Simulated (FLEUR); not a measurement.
# Au (Fm-3m) in FLEUR: notebook

One crystal, Au, is run at these levels: LDA (Perdew-Zunger); tasks: band structure, equation of state.

Program: FLEUR MaX-R8.1 (later development tree). These are calculated values, not measurements. Logs are shortened: lines on timing, memory, paths and dates and some standing lists are left out, and cuts for length are marked.

**Experimental background.**

From “Exploring toroidal anvil profiles for larger sample volumes above 4 Mbar”, 2024, pmc:11102561, for a bulk crystal of Au: bulk modulus 167 GPa.

The results are compared with them further down.

## 1. The crystal as given

It takes space group Fm-3m (No. 225, cubic). The conventional cell has a = 4.070 Å, b = 4.070 Å, c = 4.070 Å, α = 90.00°, β = 90.00°, γ = 90.00°. Au (site symmetry m-3m) is surrounded by 12 Au at 2.88 Å.

## 2. Band structure, LDA (Perdew-Zunger)

Input file inp.xml:

```xml
<?xml version="1.0" encoding="UTF-8" standalone="no"?>
<fleurInput fleurInputVersion="0.39">
   <comment>
      Au                                                                                                  
   </comment>
   <calculationSetup>
      <cutoffs Kmax="3.8" Gmax="11.8" GmaxXC="11.8" numbands="0"/>
      <scfLoop itmax="60" minDistance="0.00001" maxIterBroyd="15" imix="Anderson" alpha="0.05" precondParam="0.0" spinf="2.0" sdNocoIR="T"/>
      <coreElectrons ctail="T" frcor="F" kcrel="0" coretail_lmax="0"/>
      <xcFunctional name="pz" relativisticCorrections="F"/>
      <magnetism jspins="1"/>
      <soc l_soc="F" theta="0.0" phi="0.0" spav="F"/>
      <expertModes spex="0" secvar="F"/>
      <geometryOptimization l_f="F" forcealpha="1.0" forcemix="BFGS" epsdisp="0.00001" epsforce="0.00001"/>
      <ldaU l_linMix="F" mixParam="0.05" spinf="1.0"/>
   </calculationSetup>
   <cell>
      <bzIntegration valenceElectrons="19.0" mode="hist" fermiSmearingEnergy="0.00183747">
         <kPointListSelection listName="default-1"/>
         <!-- k-points included here -->
         <xi:include xmlns:xi="http://www.w3.org/2001/XInclude" href="kpts.xml"> </xi:include>
      </bzIntegration>
      <!-- symmetry operations included here -->
      <xi:include xmlns:xi="http://www.w3.org/2001/XInclude" href="sym.xml"> </xi:include>
      <bulkLattice scale="1.0">
         <bravaisMatrix>
            <row-1>    0.0000000000000000     3.8455926635609998     3.8455926635609998</row-1>
            <row-2>    3.8455926635609998     0.0000000000000000     3.8455926635609998</row-2>
            <row-3>    3.8455926635609998     3.8455926635609998     0.0000000000000000</row-3>
         </bravaisMatrix>
      </bulkLattice>
   </cell>
   <atomSpecies>
      <species name="Gold (Au)" element="Au" atomicNumber="79">
         <mtSphere radius="2.52" gridPoints="833" logIncrement="0.016"/>
         <atomicCutoffs lmax="10" lnonsphr="8"/>
         <electronConfig flipSpins="F">
            <coreConfig>(1s1/2) (2s1/2) (2p1/2) (2p3/2) (3s1/2) (3p1/2) (3p3/2) (4s1/2) (3d3/2) (3d5/2) (4p1/2) (4p3/2) (4d3/2) (4d5/2) (4f5/2) (4f7/2)</coreConfig>
            <valenceConfig>(5s1/2) (5p1/2) (5p3/2) (6s1/2) (5d3/2) (5d5/2)</valenceConfig>
            <stateOccupation state="(6s1/2)" spinUp="0.500000" spinDown="0.500000"/>
         </electronConfig>
         <energyParameters s="6" p="6" d="5" f="5"/>
         <lo type="SCLO" l="0" n="5" eDeriv="0"/>
         <lo type="SCLO" l="1" n="5" eDeriv="0"/>
         <lo type="SCLO" l="1" n="5" eDeriv="1"/>
         <lo type="SCLO" l="2" n="5" eDeriv="2"/>
         <lo type="SCLO" l="3" n="5" eDeriv="2"/>
      </species>
   </atomSpecies>
   <atomGroups>
      <atomGroup species="Gold (Au)">
         <relPos label="                   1">.0000000000 .0000000000 .0000000000</relPos>
         <force calculate="T" relaxXYZ="TTT"/>
      </atomGroup>
   </atomGroups>
   <output dos="F" band="F" slice="F">
      <checks vchk="F" cdinf="F"/>
      <bandDOS minEnergy="-.5*Htr" maxEnergy="0.5*Htr" sigma="0.015" storeEVData="T"/>
      <vacuumDOS vacdos="F" integ="F" star="F" nstars="0" locx1="0.0" locy1="0.0" locx2="0.0" locy2="0.0" nstm="0" tworkf="0.0"/>
      <unfoldingBand unfoldBand="F" supercellX="1" supercellY="1" supercellZ="1"/>
      <plotting iplot="0" polar="F">
         <plot TwoD="T" vec1="  1.0  0.0  0.0" vec2="  0.0  1.0  0.0" vec3="  0.0  0.0  1.0" zero="  0.0  0.0  0.0" file="plot"/>
      </plotting>
      <chargeDensitySlicing numkpt="0" minEigenval="0.0" maxEigenval="0.0" nnne="0" pallst="F"/>
      <specialOutput eonly="F"/>
      <moessbauerParams electricFieldGradient="T" isomerShift="T" coreHyperfine="T" valenceHyperfine="T"/>
      <magneticCircularDichroism mcd="F" energyLo="-10.0" energyUp="0.0"/>
   </output>
  <!-- We include the file relax.xml here to enable relaxations (see documentation) -->
  <xi:include xmlns:xi="http://www.w3.org/2001/XInclude" href="relax.xml"> <xi:fallback/> </xi:include>
</fleurInput>
```

Input file crystal.txt:

```
Au
&input cartesian=F /
0.0000000000  2.0350000000  2.0350000000
2.0350000000  0.0000000000  2.0350000000
2.0350000000  2.0350000000  0.0000000000
1.8897261246
1.0 1.0 1.0

1
79 0.0000000000  0.0000000000  0.0000000000

&kpt div1=11 div2=11 div3=11 gamma=T /
```

Input file inp.xml (bands):

```
<?xml version="1.0" encoding="UTF-8" standalone="no"?>
<fleurInput fleurInputVersion="0.39">
   <comment>
      Au                                                                                                  
   </comment>
   <calculationSetup>
      <cutoffs Kmax="3.8" Gmax="11.8" GmaxXC="11.8" numbands="0"/>
      <scfLoop itmax="60" minDistance="0.00001" maxIterBroyd="15" imix="Anderson" alpha="0.05" precondParam="0.0" spinf="2.0" sdNocoIR="T"/>
      <coreElectrons ctail="T" frcor="F" kcrel="0" coretail_lmax="0"/>
      <xcFunctional name="pz" relativisticCorrections="F"/>
      <magnetism jspins="1"/>
      <soc l_soc="F" theta="0.0" phi="0.0" spav="F"/>
      <expertModes spex="0" secvar="F"/>
      <geometryOptimization l_f="F" forcealpha="1.0" forcemix="BFGS" epsdisp="0.00001" epsforce="0.00001"/>
      <ldaU l_linMix="F" mixParam="0.05" spinf="1.0"/>
   </calculationSetup>
   <cell>
      <bzIntegration valenceElectrons="19.0" mode="hist" fermiSmearingEnergy="0.00183747">
         <kPointListSelection listName="path-1"/>
         <!-- k-points included here -->
         <xi:include xmlns:xi="http://www.w3.org/2001/XInclude" href="kpts.xml"> </xi:include>
      </bzIntegration>
      <!-- symmetry operations included here -->
      <xi:include xmlns:xi="http://www.w3.org/2001/XInclude" href="sym.xml"> </xi:include>
      <bulkLattice scale="1.0">
         <bravaisMatrix>
            <row-1>    0.0000000000000000     3.8455926635609998     3.8455926635609998</row-1>
            <row-2>    3.8455926635609998     0.0000000000000000     3.8455926635609998</row-2>
            <row-3>    3.8455926635609998     3.8455926635609998     0.0000000000000000</row-3>
         </bravaisMatrix>
      </bulkLattice>
   </cell>
   <atomSpecies>
      <species name="Gold (Au)" element="Au" atomicNumber="79">
         <mtSphere radius="2.52" gridPoints="833" logIncrement="0.016"/>
         <atomicCutoffs lmax="10" lnonsphr="8"/>
         <electronConfig flipSpins="F">
            <coreConfig>(1s1/2) (2s1/2) (2p1/2) (2p3/2) (3s1/2) (3p1/2) (3p3/2) (4s1/2) (3d3/2) (3d5/2) (4p1/2) (4p3/2) (4d3/2) (4d5/2) (4f5/2) (4f7/2)</coreConfig>
            <valenceConfig>(5s1/2) (5p1/2) (5p3/2) (6s1/2) (5d3/2) (5d5/2)</valenceConfig>
            <stateOccupation state="(6s1/2)" spinUp="0.500000" spinDown="0.500000"/>
         </electronConfig>
         <energyParameters s="6" p="6" d="5" f="5"/>
         <lo type="SCLO" l="0" n="5" eDeriv="0"/>
         <lo type="SCLO" l="1" n="5" eDeriv="0"/>
         <lo type="SCLO" l="1" n="5" eDeriv="1"/>
         <lo type="SCLO" l="2" n="5" eDeriv="2"/>
         <lo type="SCLO" l="3" n="5" eDeriv="2"/>
      </species>
   </atomSpecies>
   <atomGroups>
      <atomGroup species="Gold (Au)">
         <relPos label="                   1">.0000000000 .0000000000 .0000000000</relPos>
         <force calculate="T" relaxXYZ="TTT"/>
      </atomGroup>
   </atomGroups>
   <output dos="F" band="T" slice="F">
      <checks vchk="F" cdinf="F"/>
      <bandDOS minEnergy="-.5*Htr" maxEnergy="0.5*Htr" sigma="0.015" storeEVData="T"/>
      <vacuumDOS vacdos="F" integ="F" star="F" nstars="0" locx1="0.0" locy1="0.0" locx2="0.0" locy2="0.0" nstm="0" tworkf="0.0"/>
      <unfoldingBand unfoldBand="F" supercellX="1" supercellY="1" supercellZ="1"/>
      <plotting iplot="0" polar="F">
         <plot TwoD="T" vec1="  1.0  0.0  0.0" vec2="  0.0  1.0  0.0" vec3="  0.0  0.0  1.0" zero="  0.0  0.0  0.0" file="plot"/>
      </plotting>
      <chargeDensitySlicing numkpt="0" minEigenval="0.0" maxEigenval="0.0" nnne="0" pallst="F"/>
      <specialOutput eonly="F"/>
      <moessbauerParams electricFieldGradient="T" isomerShift="T" coreHyperfine="T" valenceHyperfine="T"/>
      <magneticCircularDichroism mcd="F" energyLo="-10.0" energyUp="0.0"/>
   </output>
  <!-- We include the file relax.xml here to enable relaxations (see documentation) -->
  <xi:include xmlns:xi="http://www.w3.org/2001/XInclude" href="relax.xml"> <xi:fallback/> </xi:include>
</fleurInput>
```

Potentials or basis: all-electron, FLAPW.

Command:

```bash
$ inpgen -f crystal.txt -profile fastHighL
$ # inp.xml edited to the form shown
$ fleur_MPI
$ fleur_MPI   # second run, on inp.xml (bands)
```

The log of the run:

```text
Welcome to FLEUR        (www.flapw.de)
      MaX-Release 8.1          (www.max-centre.eu)

 ========== k-point set info ==========
 Selected k-point list: default-1
 k-point list type: mesh
 11 x 11 x 11
 Number of k points: 56

 ------------Calculation Setup---------------------------
 Number of MPI-tasks      :            1
 Number of PE/node        :            1
 Number of OMP-threads    :            1
 Most efficient MPI parallelization for:
           1           2           4           7           8          14          28          56
 Additional eigenvalue parallelization possible
 Number of basis functions:          148
 Approximate size of matrices (H+S) per k-point:         0.000 GB
 --------------------------------------------------------
 Iteration:     1   Distance:      17.15768156 me/bohr^3
 Iteration:     2   Distance:      15.40532667 me/bohr^3
 Iteration:     3   Distance:       6.78912574 me/bohr^3
 Iteration:     4   Distance:       2.18465714 me/bohr^3
 Iteration:     5   Distance:       1.90757800 me/bohr^3
 Iteration:     6   Distance:       0.16987310 me/bohr^3
 Iteration:     7   Distance:       0.11680695 me/bohr^3
 Iteration:     8   Distance:       0.01427480 me/bohr^3
 Iteration:     9   Distance:       0.00340539 me/bohr^3
 Iteration:    10   Distance:       0.00252047 me/bohr^3
 Iteration:    11   Distance:       0.00002621 me/bohr^3
 Iteration:    12   Distance:       0.00009010 me/bohr^3
 Iteration:    13   Distance:       0.00000098 me/bohr^3

 ********************************************************************
 Run finished successfully
 Stop message:
   all done
 ********************************************************************
```

output (bands):

```text
Welcome to FLEUR        (www.flapw.de)
      MaX-Release 8.1          (www.max-centre.eu)

 ========== k-point set info ==========
 Selected k-point list: path-1
 k-point list type: path
 Number of k points: 60

 ------------Calculation Setup---------------------------
 Number of MPI-tasks      :            1
 Number of PE/node        :            1
 Number of OMP-threads    :            1
 Most efficient MPI parallelization for:
           1           2           3           4           5           6          10          12          15          20          30          60
 Additional eigenvalue parallelization possible
 Number of basis functions:          148
 Approximate size of matrices (H+S) per k-point:         0.000 GB
 --------------------------------------------------------
 Fermi energy correction for metals:
 Fermi energy in bands.* files may not be consistent with last density.
 Please correct it manually (e.g. in band.gnu file).

 Note: Band structure data (together with different weights) is also stored in the banddos.hdf file.
       A convenient way of extracting and plotting the data from that file is by making use of the

 ********************************************************************
 Run finished successfully
 Stop message:
   Charge density postprocessing done.
 ********************************************************************
```

out.xml (last iteration):

```text
<iteration numberForCurrentRun="   13" overallNumber="   13">
         <energyParameters units="Htr">
            <atomicEP atomType="1" spin="1" branch="6s" branchLowest="-3.45" branchHighest="1.45" value="0.2471507857"/>
            <atomicEP atomType="1" spin="1" branch="6p" branchLowest="-1.64" branchHighest="2.36" value="0.4268835466"/>
            <atomicEP atomType="1" spin="1" branch="5d" branchLowest="-11.41" branchHighest="0.48" value="0.2884909272"/>
            <atomicEP atomType="1" spin="1" branch="5f" branchLowest="-2.46" branchHighest="2.53" value="0.7239150852"/>
            <loAtomicEP atomType="1" spin="1" branch="5s" branchLowest="-26.20" branchHighest="-3.45" value="-3.4552495051"/>
            <loAtomicEP atomType="1" spin="1" branch="5p" branchLowest="-19.47" branchHighest="-1.64" value="-1.7098972679"/>
            <loAtomicEP atomType="1" spin="1" branch="5p" branchLowest="-19.47" branchHighest="-1.64" value="-1.7098972679"/>
            <loAtomicEP atomType="1" spin="1" branch="5d" branchLowest="-11.41" branchHighest="0.48" value="0.2707813808"/>
            <loAtomicEP atomType="1" spin="1" branch="5f" branchLowest="-2.46" branchHighest="2.53" value="0.7239065658"/>
         </energyParameters>
         <eigenvalues>
            <eigenvaluesAt spin="1" ikpt="1" k_x="0.00000000" k_y="0.00000000" k_z="0.00000000">
                      -3.4556988288       -1.6599578821       -1.6599578821       -1.6599578821        0.0565270224
                       0.2526627263        0.2526627263        0.2526627263        0.3104746511        0.3104746511
                       0.9579149530        1.1049258862        1.1049258862        1.1049258862        1.2929680962
            </eigenvaluesAt>
            <eigenvaluesAt spin="1" ikpt="2" k_x="0.00000000" k_y="0.00000000" k_z="0.09090909">
                      -3.4556627171       -1.6606362192       -1.6600604368       -1.6600604368        0.0671824112
                       0.2492594756        0.2562528829        0.2562528829        0.3089430373        0.3089430373
                       0.9699908390        1.0468111800        1.1177371647        1.1177371647        1.3192452279
            </eigenvaluesAt>
            <eigenvaluesAt spin="1" ikpt="3" k_x="0.00000000" k_y="0.00000000" k_z="0.18181818">
                      -3.4555656344       -1.6624487293       -1.6603343307       -1.6603343307        0.0964422860
                       0.2436439785        0.2627686485        0.2627686485        0.3090570806        0.3090570806
                       0.9315996521        1.0008545842        1.1491731111        1.1491731111        1.2389557967
            </eigenvaluesAt>
            <eigenvaluesAt spin="1" ikpt="4" k_x="0.00000000" k_y="0.00000000" k_z="0.27272727">
[... 33 lines left out ...]
         <allElectronCharges>
            <spinDependentCharge spin="1" total="79.0000000" interstitial="1.4803208" mtSpheres="77.5196792"/>
            <totalCharge value="78.9999999956"/>
         </allElectronCharges>
         <moessbauerParams unitsHFF="kG" unitsIS="e/bohr^3" unitsEFG="Htr/bohr^2">
            <coreIsomerShift atomType="1" isTotal="2305980.73337">
               <shell n="1" l="0" isomerShift="1910063.97024"/>
               <shell n="2" l="0" isomerShift="286392.08825"/>
               <shell n="2" l="1" isomerShift="20636.23577"/>
               <shell n="3" l="0" isomerShift="65540.84298"/>
               <shell n="3" l="1" isomerShift="5296.48975"/>
               <shell n="4" l="0" isomerShift="16720.69078"/>
               <shell n="3" l="2" isomerShift="0.00217"/>
               <shell n="4" l="1" isomerShift="1330.41285"/>
               <shell n="4" l="2" isomerShift="0.00058"/>
               <shell n="4" l="3" isomerShift="0.00000"/>
            </coreIsomerShift>
            <isomerShift atomType="1" nucleusRadius="0.0001374" averageDensity="2309468.51492"/>
            <electricFieldGradient atomType="1" VXX="0.00000" VYY="0.00000" VZZ="0.00000" asymParam="0.00000">
            </electricFieldGradient>
         </moessbauerParams>
         <totalEnergy                                    value="   -19037.4197721242" units="Htr">
            <sumOfEigenvalues                            value="   -11699.3482145515">
               <coreElectrons value="-11685.4181979882"/>
               <valenceElectrons value="-13.9300165633"/>
            </sumOfEigenvalues>
            <densityCoulombPotentialIntegral value="-33098.8800227646"/>
            <densityEffectivePotentialIntegral value="-33570.1167368856"/>
            <chargeDenXCDenIntegral value="-354.9504956095"/>
            <FockExchangeEnergyValence value="0.0000000000"/>
            <FockExchangeEnergyCore value="0.0000000000"/>
            <atomTypeDependentContributions atomType="1">
               <electronNucleiInteractionDifferentMTs value="23963.5062571779"/>
               <MadelungTerm value="-40.2915302887"/>
            </atomTypeDependentContributions>
            <tkbTimesEntropy value="0.0000485512"/>
            <freeEnergy value="-19037.4198206754"/>
            <extrapolationTo0K value="-19037.4197963998"/>
         </totalEnergy>
         <densityConvergence units="me/bohr^3">
            <chargeDensity spin="1" distance="0.0000009750"/>
         </densityConvergence>
      </iteration>
```

It took 6.7 s on 1 thread of Arm Neoverse V2, shared host; peak memory 0.04 GiB.

Results:

* Free energy: -518034.5839 eV
* Band gap along the path: none (metal or under the smearing width)
* Valence electrons inside the program's atomic spheres: Au 17.52 (radii Au 2.52 bohr)

Levels at the corners of the path, in eV from the Fermi level:
| point | band 6 | band 7 | band 8 | band 9 | band 10 | band 11 | band 12 | band 13 |
| --- | --- | --- | --- | --- | --- | --- | --- | --- |
| Γ | -4.75 | -4.75 | -4.75 | -3.17 | -3.17 | 14.44 | 18.45 | 18.45 |
| X | -6.86 | -1.98 | -1.60 | -1.60 | 0.91 | 5.78 | 9.94 | 9.94 |
| W | -5.23 | -5.23 | -3.34 | -1.60 | 4.66 | 6.29 | 6.29 | 9.51 |
| K | -5.92 | -3.88 | -2.88 | -2.07 | 3.77 | 4.67 | 7.48 | 12.58 |
| Γ | -4.75 | -4.75 | -4.75 | -3.17 | -3.17 | 14.44 | 18.45 | 18.45 |
| L | -4.78 | -4.78 | -1.93 | -1.93 | -1.08 | 3.08 | 13.91 | 17.08 |
| U | -5.92 | -3.88 | -2.88 | -2.07 | 3.77 | 4.67 | 7.48 | 12.58 |
| W | -5.23 | -5.23 | -3.34 | -1.60 | 4.66 | 6.29 | 6.29 | 9.51 |
| L | -4.78 | -4.78 | -1.93 | -1.93 | -1.08 | 3.08 | 13.91 | 17.08 |
| K | -5.92 | -3.88 | -2.88 | -2.07 | 3.77 | 4.67 | 7.48 | 12.58 |
| U | -5.92 | -3.88 | -2.88 | -2.07 | 3.77 | 4.67 | 7.48 | 12.58 |
| X | -6.86 | -1.98 | -1.60 | -1.60 | 0.91 | 5.78 | 9.94 | 9.94 |

Core levels (eV from the Fermi level):
```
atom                                                                                                                                                                                                                                     levels
1 Au  1s1/2 -80590.0, 2s1/2 -14207.3, 2p1/2 -13626.4, 2p3/2 -11792.4, 3s1/2 -3350.6, 3p1/2 -3089.2, 3p3/2 -2684.6, 4s1/2 -724.5, 3d3/2 -2249.6, 3d5/2 -2162.6, 4p1/2 -613.1, 4p3/2 -515.8, 4d3/2 -333.3, 4d5/2 -315.2, 4f5/2 -80.9, 4f7/2 -77.0
```

Caveat: spin-orbit coupling is left out, which moves the levels of the heavy elements.

[end of part 1 of 2]
